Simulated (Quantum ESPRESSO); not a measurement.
The system is Bi.

```
CELL_PARAMETERS angstrom
2.26750 1.30914 3.93800
-2.26750 1.30914 3.93800
0.00000 -2.61828 3.93800
ATOMIC_POSITIONS crystal
Bi 0.76600 0.76600 0.76600
Bi 0.23400 0.23400 0.23400
```

| Quantity | Value |
| --- | --- |
| Program | Quantum ESPRESSO 7.5 |
| Task | phonons |
| Functional | RPBE |
| Potentials or basis | PseudoDojo 0.4.1 SR PBE standard |
| Cutoff | 898 eV |
| Density cutoff | 3592 eV |
| k mesh | 6 × 6 × 6, shifted |
| Occupations | fermi-dirac, width 0.05 eV |
| Spin | no spin polarisation |
| Mixing beta | 0.5 |
| Most SCF iterations | 120 |
| SCF threshold | 4e-10 Ry |

The cell and the atoms were relaxed first, to 38.07 Å³/atom (a = 4.894 Å, b = 4.894 Å, c = 4.894 Å, α = 56.49°, β = 56.49°, γ = 56.49°), and the response was taken there.

Which optical modes does the crystal have at the zone centre, and which show in infrared and Raman spectra?

The optical modes are Eg + A1g. None is infrared active. Raman active: Eg + A1g.

Optical modes at Γ, degenerate ones joined, polar ones without the macroscopic field:
```csv
cm⁻¹,components,symmetry,active in
77,2,Eg,Raman
103,1,A1g,Raman
```

Caveat: the mesh is thin for the phonons of a metal; the potentials were made for another functional, which shifts forces and pressure.
